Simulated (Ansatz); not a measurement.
MoP4: energy along a strain

MoP4, C2/c, a = 5.294 Å, b = 11.114 Å, c = 5.778 Å, β = 110.5°. The structure is a COD entry; whether it is the stable form wasn't checked. Ansatz: PBEsol, PAW, 420 eV, Γ-centred 10×10×8 mesh on 10 atoms, Gaussian smearing 0.15 eV; no spin polarisation. Cell vectors (Å): 2.647 -5.557 0.005; 2.647 5.557 0.005; -2.034 0.000 5.408. The cell is strained by x per cent times the pattern (0 0 0 0 0 1) in the order xx yy zz yz xz xy (engineering shears), with fractional coordinates held. y is the free energy over the start, V0 = 15.921 Å³/atom. Symmetry makes y even in x.

| x (%) | y (meV/atom) |
| --- | --- |
| -4.00 | 15.03 |
| -2.00 | 3.76 |
| 0.00 | 0.00 |
| 0.50 | ? |
| 1.00 | 0.94 |
| 1.50 | 2.11 |
| 2.50 | 5.87 |
| 3.00 | 8.46 |
| 3.50 | 11.51 |

Task: Fit y = c2 x² + c4 x⁴ to the other rows, get the stiffness along the pattern, and predict the missing energy.

Result: Least squares on the rows shown. y = 0.93981 x² − 2.2922×10⁻⁵ x⁴. The clamped-ion stiffness p·C·p = 2 × 9.398 eV × 160.2 / 15.921 Å³ = 189 GPa, which is C66 in these axes. At x = 0.50 the fit asked for gives 0.23 meV/atom. The run gave 0.23 meV/atom, the same to the digits shown.